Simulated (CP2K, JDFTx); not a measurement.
This is a calculation of KF (Carobbiite) for CP2K 2026.2. 

Contents of kf_scf.inp:

```
&GLOBAL
  PROJECT kf_scf
  RUN_TYPE ENERGY_FORCE
  PRINT_LEVEL LOW
&END GLOBAL
&FORCE_EVAL
  METHOD QS
  STRESS_TENSOR ANALYTICAL
  &DFT
    BASIS_SET_FILE_NAME BASIS_MOLOPT_UZH
    POTENTIAL_FILE_NAME GTH_POTENTIALS
    &MGRID
      CUTOFF 750
      REL_CUTOFF 60
      NGRIDS 5
    &END MGRID
    &QS
      METHOD GPW
      EPS_DEFAULT 1.0E-10
    &END QS
    &KPOINTS
      SCHEME MONKHORST-PACK 9 9 9
      GAMMA_CENTERED T
      SYMMETRY T
      SYMMETRY_BACKEND SPGLIB
    &END KPOINTS
    &SCF
      SCF_GUESS ATOMIC
      EPS_SCF 1.0E-6
      MAX_SCF 100
      ADDED_MOS 10
      CHOLESKY OFF
      EPS_EIGVAL 1.0E-7
      &DIAGONALIZATION ON
        ALGORITHM STANDARD
      &END DIAGONALIZATION
      &MIXING ON
        METHOD BROYDEN_MIXING
        ALPHA 0.4
        BETA 1.5
        NBUFFER 8
      &END MIXING
      &SMEAR ON
        METHOD GAUSSIAN
        SIGMA [eV] 0.05
      &END SMEAR
    &END SCF
    &XC
      &XC_FUNCTIONAL
        &LDA_X
        &END LDA_X
        &LDA_C_PW
        &END LDA_C_PW
      &END XC_FUNCTIONAL
    &END XC
    &PRINT
      &KPOINTS ON
      &END KPOINTS
      &MULLIKEN ON
      &END MULLIKEN
      &MO ON
        ENERGIES T
        OCCUPATION_NUMBERS T
        &EACH
          QS_SCF 0
        &END EACH
        ADD_LAST NUMERIC
      &END MO
      &LOWDIN ON
      &END LOWDIN
      &HIRSHFELD ON
        SHAPE_FUNCTION DENSITY
      &END HIRSHFELD
    &END PRINT
  &END DFT
  &SUBSYS
    &CELL
      ABC 3.7785665100 3.7785665100 3.7785665100
      ALPHA_BETA_GAMMA 60.0000000003 59.9999999997 59.9999999996
      PERIODIC XYZ
    &END CELL
    &COORD
      K   0.0000000000 0.0000000000 0.0000000000
      F   3.7785665100 2.1815563917 1.5425933181
    &END COORD
    &KIND K
      BASIS_SET TZVP-MOLOPT-PBE-GTH-q9
      POTENTIAL GTH-PADE-q9
    &END KIND
    &KIND F
      BASIS_SET TZVP-MOLOPT-PBE-GTH-q7
      POTENTIAL GTH-PADE-q7
    &END KIND
    &PRINT
      &ATOMIC_COORDINATES ON
      &END ATOMIC_COORDINATES
      &CELL ON
      &END CELL
      &SYMMETRY ON
      &END SYMMETRY
    &END PRINT
  &END SUBSYS
  &PRINT
    &FORCES ON
    &END FORCES
    &STRESS_TENSOR ON
    &END STRESS_TENSOR
  &END PRINT
&END FORCE_EVAL
```

Potentials or basis: GTH_POTENTIALS K GTH-PADE-q9, F GTH-PADE-q7; TZVP-MOLOPT-PBE-GTH basis.

Launch:

```bash
$ OMP_NUM_THREADS=1 cp2k.psmp -i kf_scf.inp -o kf_scf.out
```

Set up the same calculation for JDFTx 1.7.0 (patched build). Potentials or basis there: PseudoDojo-SR-LDA-0.4.1-standard with smoothed tails, cutoff 1143 eV.

As run (cutoffs and basis follow the program's own potentials, and thresholds, step limits or extra output files can differ):

KF.in

```
lattice \
    7.1404558476     3.5702279238     3.5702279238 \
    0.0000000000     6.1838161585     2.0612720528 \
    0.0000000000     0.0000000000     5.8301577858
coords-type Lattice
ion K      0.0000000000     0.0000000000     0.0000000000 1
ion F      0.5000000000     0.5000000000     0.5000000000 1

ion-species pseudo/K.upf
ion-species pseudo/F.upf
elec-cutoff 42 336
elec-ex-corr lda-PW
kpoint-folding 9 9 9
elec-smearing Gauss 0.00091873305
elec-n-bands 14
electronic-SCF nIterations 100 energyDiffThreshold 1e-09
electronic-minimize nIterations 30 energyDiffThreshold 1e-7
converge-empty-states yes
forces-output-coords Cartesian

dump-name run.$VAR
dump End Ecomponents EigStats BandEigs Kpoints Forces Stress
```

Potentials or basis: PseudoDojo-SR-LDA-0.4.1-standard with smoothed tails.

Run with:

```bash
$ jdftx -c 1 -i KF.in -o KF.out
```

Both were run:

|  | CP2K | JDFTx |
| --- | --- | --- |
| Pressure | -3.6 GPa | -3.6 GPa |

The two programs' LDA may be different fits to the electron gas.

Pressure is positive in compression.
